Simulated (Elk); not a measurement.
**Worked example: self-consistent single point of BaF2 (Fm-3m, 3 atoms in the cell) in Elk**

Level of theory: PBE, all-electron FP-LAPW, Elk's shipped species files, APW+lo basis with extra local orbitals in Elk.

Input as run:

```
tasks
  0

xctype
  20

tforce
  .true.

rgkmax
  8.0

gmaxvr
  18.0

lmaxapw
  10

lmaxo
  8

nxlo
  2

lorbcnd
  .true.

lradstp
  2

nrmtscf
  2.0

lmaxi
  4

stype
  0

swidth
  0.0001

maxscl
  100

scale
  8.435524501

avec
    0.0000000000    0.7071067812    0.7071067812
    0.7071067812    0.0000000000    0.7071067812
    0.7071067812    0.7071067812    0.0000000000

atoms
  2
  'Ba.in'
  1
  0.0000000000  0.0000000000  0.0000000000    0.0 0.0 0.0
  'F.in'
  2
  0.2500000000  0.2500000000  0.2500000000    0.0 0.0 0.0
  0.7500000000  0.7500000000  0.7500000000    0.0 0.0 0.0

ngridk
  5 5 5
```

The program printed (abridged):

```
│ Elk code version 10.2.4 │

All units are atomic (Hartree, Bohr, etc.)

│ Ground-state run starting from atomic densities │

Lattice vectors :
   0.000000000       5.964816578       5.964816578
   5.964816578       0.000000000       5.964816578
   5.964816578       5.964816578       0.000000000

Unit cell volume      :    424.4448571
Brillouin zone volume :   0.5844109295

Muffin-tin inner radius fraction :   0.1000000000E-01

Nuclei treated as point charges

Species :    1 (Ba)
 parameters loaded from : Ba.in
 name : barium
 nuclear charge    :   -56.00000000
 electronic charge :    56.00000000
 atomic mass :    250331.8069
 muffin-tin radius :    2.800000000
 number of radial points in muffin-tin :   1399
 atomic positions (lattice), magnetic fields (Cartesian) :
   1 :   0.00000000  0.00000000  0.00000000    0.00000000  0.00000000  0.00000000

Species :    2 (F)
 parameters loaded from : F.in
 name : fluorine
 nuclear charge    :   -9.000000000
 electronic charge :    9.000000000
 atomic mass :    34631.97042
 muffin-tin radius :    2.000000000
 number of radial points in muffin-tin :    599
 atomic positions (lattice), magnetic fields (Cartesian) :
   1 :   0.25000000  0.25000000  0.25000000    0.00000000  0.00000000  0.00000000
   2 :  -0.25000000 -0.25000000 -0.25000000    0.00000000  0.00000000  0.00000000

Total number of atoms per unit cell :    3

Spin treatment :
 spin-unpolarised

Number of Bravais lattice symmetries :   48
Number of crystal symmetries         :   48
Crystal has inversion symmetry
Real symmetric eigensolver will be used

k-point grid :      5     5     5
k-point offset :    0.000000000       0.000000000       0.000000000
k-point set is reduced with full crystal symmetry group
Total number of k-points :       10

Muffin-tin radius times maximum |G+k| :    8.000000000
 using average radius
Maximum |G+k| for APW functions       :    3.529411765
   [... lines left out ...]
 potential will be trimmed for |G| > 2 gkmax
Constant for pseudocharge density :   13
Radial integration step length :    2

G-vector grid sizes :     49    49    49
Number of G-vectors :    41655

Maximum angular momentum used for
 APW functions                      :   10
 outer part of muffin-tin           :    8
 inner part of muffin-tin           :    4

Total nuclear charge    :   -74.00000000
Total core charge       :    40.00000000
Total valence charge    :    34.00000000
Total excess charge     :    0.000000000
Total electronic charge :    74.00000000

Effective Wigner radius, rₛ :    1.110453342

Number of empty states         :   12
Total number of valence states :   29
Total number of core states    :   40

Conduction state local-orbitals added automatically
Total number of local-orbitals :  317

Exchange-correlation functional :     20     0     0
 Perdew-Burke-Ernzerhof, Phys. Rev. Lett. 77, 3865 (1996)
 gradient requirement :    1
 generalised gradient approximation (GGA)

Smearing type :    0
 Gaussian
Smearing width :   0.1000000000E-03
Effective electronic temperature (K) :    31.57750248

Mixing type :    3
 Broyden mixing, J. Phys. A: Math. Gen. 17, L317 (1984)

Kohn-Sham potential initialised from atomic data
│ Self-consistent loop started │
│ Loop number : 1 │
 total energy                :     -8351.33282286
│ Loop number : 2 │
 total energy                :     -8351.21479931
RMS change in Kohn-Sham potential (target) :   0.6659013028     (  0.1000000000E-05)
Absolute change in total energy (target)   :   0.1180235581     (  0.1000000000E-03)
│ Loop number : 3 │
 total energy                :     -8350.76251631
RMS change in Kohn-Sham potential (target) :   0.6382490015     (  0.1000000000E-05)
Absolute change in total energy (target)   :   0.4817888905     (  0.1000000000E-03)
│ Loop number : 4 │
 total energy                :     -8344.51352866
RMS change in Kohn-Sham potential (target) :   0.2728900492     (  0.1000000000E-05)
Absolute change in total energy (target)   :    6.369434872     (  0.1000000000E-03)
│ Loop number : 5 │
 total energy                :     -8340.80527927
RMS change in Kohn-Sham potential (target) :   0.7908557971E-01 (  0.1000000000E-05)
Absolute change in total energy (target)   :    5.300608103     (  0.1000000000E-03)
   [... lines left out ...]
Absolute change in total energy (target)   :   0.9053467840E-02 (  0.1000000000E-03)
│ Loop number : 12 │
 total energy                :     -8339.45999082
RMS change in Kohn-Sham potential (target) :   0.1826667794E-05 (  0.1000000000E-05)
Absolute change in total energy (target)   :   0.4417812859E-02 (  0.1000000000E-03)
│ Loop number : 13 │
 total energy                :     -8339.45986551
RMS change in Kohn-Sham potential (target) :   0.6939658209E-06 (  0.1000000000E-05)
Absolute change in total energy (target)   :   0.1229768171E-02 (  0.1000000000E-03)
│ Loop number : 14 │
 total energy                :     -8339.45982744
RMS change in Kohn-Sham potential (target) :   0.2699649419E-06 (  0.1000000000E-05)
Absolute change in total energy (target)   :   0.3455141068E-03 (  0.1000000000E-03)
│ Loop number : 15 │
 total energy                :     -8339.45982198
RMS change in Kohn-Sham potential (target) :   0.9981328605E-07 (  0.1000000000E-05)
Absolute change in total energy (target)   :   0.9183700604E-04 (  0.1000000000E-03)
Convergence targets achieved

│ Loop number : 16 │

Energies :
 Fermi                       :     0.285113886027E-01
 sum of eigenvalues          :     -5110.42121063
 electron kinetic            :      8887.87083256
 core electron kinetic       :      8572.33937499
 Coulomb                     :     -17008.0378610
 Coulomb potential           :     -13712.3566290
 nuclear-nuclear             :     -609.653638649
 electron-nuclear            :     -19084.4118158
 Hartree                     :      2686.02759342
 Madelung                    :     -10151.8595465
 xc potential                :     -285.935414236
 exchange                    :     -215.638292005
 correlation                 :     -3.65449943941
 total energy                :     -8339.45981991

Density of states at Fermi energy :   0.8854232050E-05
 (states/Hartree/unit cell)

Estimated indirect band gap :   0.2427989944
 from k-point      7 to k-point      1
Estimated direct band gap   :   0.2453511443
 at k-point      1

Charges :
 core                        :    40.00000000
 valence                     :    34.00000000
 interstitial                :    2.329823416
 muffin-tins (core leakage)
  species :    1 (Ba)
   atom    1                 :    53.65160396     (  0.5283406821E-05)
  species :    2 (F)
   atom    1                 :    9.009286310     (  0.2555666789E-10)
   atom    2                 :    9.009286310     (  0.2555666789E-10)
 total in muffin-tins        :    71.67017658
 total calculated charge     :    74.00013763
 total charge                :    74.00000000
 error                       :   0.1376323555E-03

│ Self-consistent loop stopped │

Forces :
 species :    1 (Ba)
  atom :    1
   Hellmann-Feynman          :    -0.00000000    0.00000000    0.00000000
   IBS                       :     0.00000000   -0.00000000   -0.00000000
   total force               :     0.00000000    0.00000000   -0.00000000
   total magnitude           :     0.00000000
 species :    2 (F)
  atom :    1
   Hellmann-Feynman          :     0.00000000    0.00000000    0.00000000
   IBS                       :    -0.00000000   -0.00000000   -0.00000000
   total force               :    -0.00000000    0.00000000   -0.00000000
   total magnitude           :     0.00000000
  atom :    2
   Hellmann-Feynman          :    -0.00000000    0.00000000    0.00000000
   IBS                       :     0.00000000   -0.00000000   -0.00000000
   total force               :     0.00000000   -0.00000000    0.00000000
   total magnitude           :     0.00000000
```

The run converged in 16 iterations. The count includes the last loop, which Elk runs after its targets are met.

The starting cell comes from a database of computed structures (which also holds hypothetical and non-ambient phases and stackings), without a prior relaxation at this level. Its lattice was rescaled by a random factor within 2.5 % of one. Values depend on the basis (sphere radii, cutoffs, local orbitals), which need not be converged.
